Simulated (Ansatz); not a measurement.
# ZnAu (Pm-3m) in Ansatz: a series of runs

The runs below take ZnAu through band structure, with PBE.

Program: Ansatz 0.2.0. These are calculated values, not measurements. Logs are shortened: lines on timing, memory, paths and dates and some standing lists are left out, and cuts for length are marked.

## (1) The structure

It takes space group Pm-3m (No. 221, cubic). Conventional cell: a = 3.147 Å, b = 3.147 Å, c = 3.147 Å, α = 90.00°, β = 90.00°, γ = 90.00°. Au (site symmetry m-3m) has 8 Zn at 2.73 Å as nearest neighbours. Zn (site symmetry m-3m) is surrounded by 8 Au at 2.73 Å.

## (2) Band structure, PBE

File input.yaml:

```yaml
crystal:
  lattice:
    - [3.147, 0.0, 0.0]
    - [0.0, 3.147, 0.0]
    - [0.0, 0.0, 3.147]
  atoms:
    - { symbol: Au, position: [0.0, 0.0, 0.0] }
    - { symbol: Zn, position: [0.5, 0.5, 0.5] }
hamiltonian:
  xc: pbe
  pseudopotentials: { kind: paw, source: jth }
kpoints:
  mp_grid: { grid: [8, 8, 8] }
  band_path:
    path:
      - [[0.0, 0.0, 0.0], [0.0, 0.5, 0.0], [0.5, 0.5, 0.0], [0.0, 0.0, 0.0], [0.5, 0.5, 0.5], [0.0, 0.5, 0.0]]
      - [[0.5, 0.5, 0.0], [0.5, 0.5, 0.5]]
    npoints: 14
scf:
  occupations: { method: fermi_dirac, width: 0.05 }
  n_extra_bands: 6
output:
  forces: true
  stress: true
  eigenvalues: true
  fatbands: false
```

Potentials or basis: JTH PAW.

Command:

```bash
$ ansatz run input.yaml --threads 2 --pin off --max-ram 5632MiB --backend cpu --events-out ev --progress --plain --runs-dir out
```

What it wrote:

```text
Warning: the checks of this Au dataset prove no rule for summing its radial tables, as where they were carried onto another mesh than they were made on, and Gregory's rule is taken, under which a leading mesh point left out moves its sums only by what lay on the interval it spanned. That does not make them correct, and they differ from Quantum ESPRESSO's on this file; a re-export a fraction of a mesh step off can move them. hamiltonian.pseudopotentials.radial_quadrature: simpson_from_first_knot sums it by `pw.x`'s rule; on a PAW file no value gives `pw.x`'s numbers. What more to know: hamiltonian.pseudopotentials.radial_quadrature, in the input reference
Warning: the checks of this Zn dataset prove no rule for summing its radial tables, as where they were carried onto another mesh than they were made on, and Gregory's rule is taken, under which a leading mesh point left out moves its sums only by what lay on the interval it spanned. That does not make them correct, and they differ from Quantum ESPRESSO's on this file; a re-export a fraction of a mesh step off can move them. hamiltonian.pseudopotentials.radial_quadrature: simpson_from_first_knot sums it by `pw.x`'s rule; on a PAW file no value gives `pw.x`'s numbers. What more to know: hamiltonian.pseudopotentials.radial_quadrature, in the input reference
Warning: RAYON_NUM_THREADS=2 ignored (pool sized by the plan → 2); use --threads N
scf.n_extra_bands = 6 over 12 filled bands (N_el = 23.0): the run solves 18 bands
Engine: ansatz 0.2.0, aarch64-unknown-linux-gnu
Pseudopotentials: kind: paw
Pseudopotential: Au, paw, valence charge 11, recommended cutoff 750 eV (normal), Au.paw.azcp
Pseudopotential: Zn, paw, valence charge 12, recommended cutoff 1080 eV (normal), Zn.paw.azcp
Functional definition: PBE
  parameter kappa = 0.804
  parameter beta = 0.06672455060314922
  exchange = pbe_x(kappa = kappa, mu = beta*pi^2/3)
  correlation = pbe_c(beta = beta)
Crystal: 2 atoms, lattice volume = 31.167 Å³
Basis set: ecut = 1080 eV, 2517 PW (Γ), exchange–correlation on 90×90×90 points (8 copies of the dense FFT grid, shifted against one another)
Bands: 18, of which v1, the nominal top of the filled ones, is band 12 counted from 1 (11 counted from 0)
Symmetry: 48 space group operations
Space group: Pm-3m (ITA 221), of the structure as read, at distance tolerance 3.1e-5 Å
k-points: 35 of 512
Non-local potential: Au, projectors of the file, l = 0: 2, l = 1: 2, l = 2: 2
Non-local potential: Zn, projectors of the file, l = 0: 2, l = 1: 2, l = 2: 2
PAW form: soft (Blöchl's): semilocal exchange-correlation on the pseudo side does not see the compensation charge
PAW one-centre angular grid: Au, 590 points (default); XC on 64 Gauss nodes
PAW one-centre angular grid: Zn, 590 points (default); XC on 64 Gauss nodes
Initial density: superposition of atomic densities (chi_scale 0.1, normalization cell, long waves kept (reshape's long-wave potential 0.00 eV rms))
Initial wavefunctions: pseudopotential atomic-orbital guess
Functional: x = pbe(κ = 0.804, μ = 0.2195149727645171), c = pbe(β = 0.06672455060314922)
SCF iter   1: F=—  HF=-13865.626160 eV  |F-HF|=—  |Δ(HF+E_count)|=         —  Δρ=1.02e-1  dr2=5.04e0  ethr=3.10e-3  ⟨swp⟩=12.9  Hψ=6545  notcnv=0
preconditioner: auto → none  [metal: Δε(μ)=0.113 eV  Ē_g=14.855 eV  σ=0.050 eV  W_gap=0.50  n_scr=6 (ndim 8)  ℏωp=31.9 eV  f_vac=0.000  D(μ)=1.01/eV (n_scr^D=6)  sad-step TF]
SCF iter   2: F=—  HF=-13864.864072 eV  |F-HF|=—  |Δ(HF+E_count)|=   7.62e-1  Δρ=6.73e-2  dr2=2.31e0  ethr=3.10e-3  ⟨swp⟩=4.9  Hψ=1688  notcnv=0  defer=53
SCF iter   3: F=—  HF=-13864.181747 eV  |F-HF|=—  |Δ(HF+E_count)|=   6.82e-1  Δρ=2.39e-2  dr2=1.65e-1  ethr=3.10e-3  ⟨swp⟩=4.1  Hψ=1488  notcnv=0  defer=53
SCF iter   4: F=—  HF=-13864.108353 eV  |F-HF|=—  |Δ(HF+E_count)|=   7.34e-2  Δρ=4.62e-3  dr2=6.47e-3  ethr=7.18e-4  ⟨swp⟩=3.1  Hψ=1642  notcnv=0  defer=55
SCF iter   5: F=—  HF=-13864.104250 eV  |F-HF|=—  |Δ(HF+E_count)|=   4.10e-3  Δρ=6.63e-4  dr2=4.81e-5  ethr=2.81e-5  ⟨swp⟩=2.8  Hψ=1398  notcnv=0  defer=55
SCF iter   6: F=—  HF=-13864.104291 eV  |F-HF|=—  |Δ(HF+E_count)|=   4.11e-5  Δρ=1.22e-4  dr2=5.85e-6  ethr=2.09e-7  ⟨swp⟩=3.4  Hψ=1116  notcnv=0  defer=55
SCF iter   7: F=—  HF=-13864.104290 eV  |F-HF|=—  |Δ(HF+E_count)|=   4.65e-7  Δρ=2.24e-5  dr2=1.15e-7  ethr=2.54e-8  ⟨swp⟩=2.3  Hψ=984  notcnv=0  defer=55
SCF iter   8: F=-13864.104291 eV  HF=-13864.104291 eV  |F-HF|=7.97e-10  |Δ(HF+E_count)|=   2.08e-7  Δρ=4.34e-6  dr2=3.03e-9  ethr=4.35e-10  ⟨swp⟩=18.1  Hψ=5261  notcnv=0
SCF 1 converged in 8 iterations: F = -13864.104291 eV  dr2 = 3.03e-9
NSCF: frozen V_eff on 86 k-points
SCF converged after 8 iterations
Free energy (F): -13864.104291 eV
Harris-Foulkes:  -13864.104291 eV  (|F-HF|=7.97e-10)
Internal energy: -13864.102238 eV  (E = F + TS)
E sigma→0 (E₀):  -13864.103264 eV
Entropy (-TS):   -0.002053 eV (-1.026 meV/atom)
Fermi energy:    15.265089 eV
--- Per-component energies (eV) ---
  E_band       = 216.277487
  E_kinetic    = 424.001972
  E_local      = -1754.125488  (includes V_loc(G=0)·N_el)
  E_nonlocal   = 723.748366
  E_hartree    = 475.561339
  E_xc         = -129.908183
  E_vxc        = -155.835286  (∫ρ·V_xc dr)
  E_paw        = -11398.832355  (= ΣΔE_a)
  E_vpaw       = 27.363021  (= ΣTr[D̂ρ^β])
  E_aug_tail   = 0.000148  (compensation charges beyond the density's cutoff)
  E_ewald      = -2204.548038
  E_smearing   = -0.002053  (= −TS)
  E_closure    = -0.000000  (closes the sum)
  Σ components = -13864.104291   (vs F -13864.104291, Δ=0.00e0)
--- Forces (eV/Å), atoms counted from 1 ---
  atom   1  Au     0.00000000     0.00000000    -0.00000000
  atom   2  Zn     0.00000000    -0.00000000    -0.00000000
  max |Σ_I F_I| component: 8.64e-29 eV/Å
--- Stress (GPa, compression-positive) ---
        5.011514       0.000000       0.000000
       -0.000000       5.011514       0.000000
        0.000000       0.000000       5.011514
  P = ⅓ Tr σ = 5.0115 GPa (50.115 kbar)
--- Band table (eV; the first three rows and the last of 35) ---
  k-point 0: bands = ["4.7513", "7.2579", "7.2579", "7.9532", "7.9532", "7.9532", "9.9470", "9.9470", "11.6330", "11.6330", "11.6330", "20.4077", "20.4077", "20.4077", "24.2149", "27.4566", "27.4566", "34.0548"]
  k-point 1: bands = ["5.0272", "7.3182", "7.3381", "7.9503", "7.9503", "7.9760", "9.9023", "10.0207", "11.4326", "11.4326", "11.6103", "18.5846", "20.9187", "20.9187", "25.1464", "27.2205", "28.8048", "33.6567"]
  k-point 2: bands = ["5.8145", "7.4753", "7.5278", "7.9464", "7.9464", "8.0325", "9.7829", "10.1855", "10.9950", "10.9950", "11.5542", "15.8945", "22.2889", "22.2889", "25.7153", "26.6684", "31.6407", "31.8454"]
  k-point 34: bands = ["7.6819", "7.6819", "7.6819", "8.2923", "8.2923", "8.9390", "8.9390", "8.9390", "12.2617", "12.2617", "16.8249", "18.9416", "19.1459", "19.1459", "19.1459", "21.2585", "21.2585", "21.2585"]
```

It took 9.8 s on 2 threads of Arm Neoverse N1, shared host; peak memory 0.4 GiB.

What came out:

| Quantity | Value |
| --- | --- |
| Free energy | -13864.1043 eV |
| Pressure | 5.0 GPa |
| Band gap on the k mesh | none (metal or under the smearing width) |

Levels at the corners of the path, in eV from the Fermi level:
```csv
point,band 9,band 10,band 11,band 12,band 13,band 14
Γ,-3.63,-3.63,-3.63,5.14,5.14,5.14
X,-4.81,-4.81,-3.79,-2.27,10.67,11.30
M,-3.98,-3.05,-1.87,-1.87,0.95,2.60
Γ,-3.63,-3.63,-3.63,5.14,5.14,5.14
R,-3.00,-3.00,1.56,3.68,3.88,3.88
X,-4.81,-4.81,-3.79,-2.27,10.67,11.30
M,-3.98,-3.05,-1.87,-1.87,0.95,2.60
R,-3.00,-3.00,1.56,3.68,3.88,3.88
```

Caveat: spin-orbit coupling is left out, which moves the levels of the heavy elements.

## (3) Band structure, PBE

Edit input.yaml of step 2 so:

```diff
@@ -10,3 +10,3 @@
   xc: pbe
-  pseudopotentials: { kind: paw, source: jth }
+  pseudopotentials: { kind: nc, source: spms }
 kpoints:
```

Potentials or basis: SPMS NC.

Command:

```bash
$ ansatz run input.yaml --threads 2 --pin off --max-ram 5632MiB --backend cpu --events-out ev --progress --plain --runs-dir out
```

Run time: 5.8 s. Hardware: 2 threads of Arm Neoverse N1, shared host; peak memory 0.3 GiB.

It converged, with:

```
Free energy            : -9272.5455 eV
Pressure               : 5.3 GPa
Band gap on the k mesh : none (metal or under the smearing width)
```

Levels at the corners of the path, in eV from the Fermi level:
```csv
point,band 16,band 17,band 18,band 19,band 20,band 21,band 22,band 23
Γ,-5.30,-3.60,-3.60,-3.60,5.09,5.09,5.09,8.95
X,-5.35,-4.79,-4.79,-3.76,-2.24,10.47,11.22,11.22
M,-3.95,-3.95,-3.01,-1.89,-1.89,0.95,2.62,10.50
Γ,-5.30,-3.60,-3.60,-3.60,5.09,5.09,5.09,8.95
R,-6.31,-2.96,-2.96,1.49,3.68,3.84,3.84,3.84
X,-5.35,-4.79,-4.79,-3.76,-2.24,10.47,11.22,11.22
M,-3.95,-3.95,-3.01,-1.89,-1.89,0.95,2.62,10.50
R,-6.31,-2.96,-2.96,1.49,3.68,3.84,3.84,3.84
```

Caveat: spin-orbit coupling is left out, which moves the levels of the heavy elements.
